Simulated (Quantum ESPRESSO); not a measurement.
## SnSe under changes of volume

One of the cells (50.458 Å³/atom); the others are scaled copies at fixed shape and fractional positions:

```xyz
4
Lattice="4.2853 0.0000 0.0000 0.0000 4.2853 0.0000 0.0000 0.0000 10.9907" Properties=species:S:1:pos:R:3 pbc="T T T"
Sn    0.0000    2.1427    6.8996
Sn    2.1427    0.0000    4.0911
Se    0.0000    2.1427    4.2200
Se    2.1427    0.0000    6.7707
```

| Property | Result |
| --- | --- |
| Program | Quantum ESPRESSO 7.5 |
| Functional | LDA |
| Potentials or basis | GBRV 1.5 LDA |
| Cutoff | 925 eV |
| Density cutoff | 7401 eV |
| k mesh | 6 × 6 × 3 |
| Occupations | fermi-dirac, width 0.05 eV |
| Spin | no spin polarisation |

| volume (Å³/atom) | energy over the lowest point (meV/atom) | gap on the mesh (eV) |
| --- | --- | --- |
| 47.431 | ? | ? |
| 48.440 | 0.00 | 1.42 |
| 49.449 | 3.75 | 1.44 |
| 50.458 | 10.94 | 1.46 |
| 51.468 | 21.19 | 1.48 |
| 52.477 | 34.16 | 1.49 |
| 53.486 | 49.57 | 1.51 |

What does the run at 47.431 Å³/atom give?

Energy over the lowest point 0.07 meV/atom; gap on the mesh 1.39 eV.

Worked out: A Birch-Murnaghan fit of order 3 (a polynomial in V^(-2/3)) to the other rows has its minimum at 47.95 Å³/atom, just outside them, with B0 = V·E''(V) = 31 GPa and B' = 4.4 at fixed shape and positions, which overstates the stiffness. It gives 0.09 meV/atom at 47.431 Å³/atom, against the run's 0.07. A straight line through the other rows of the gap, of slope 0.894 eV per unit of ln V (its deformation potential), extrapolates to 1.40 eV, against the run's 1.39.

Energies are extrapolated to zero smearing.

Caveats: spin-orbit coupling is left out, which moves the levels of the heavy elements.

A mesh can miss the band edges.
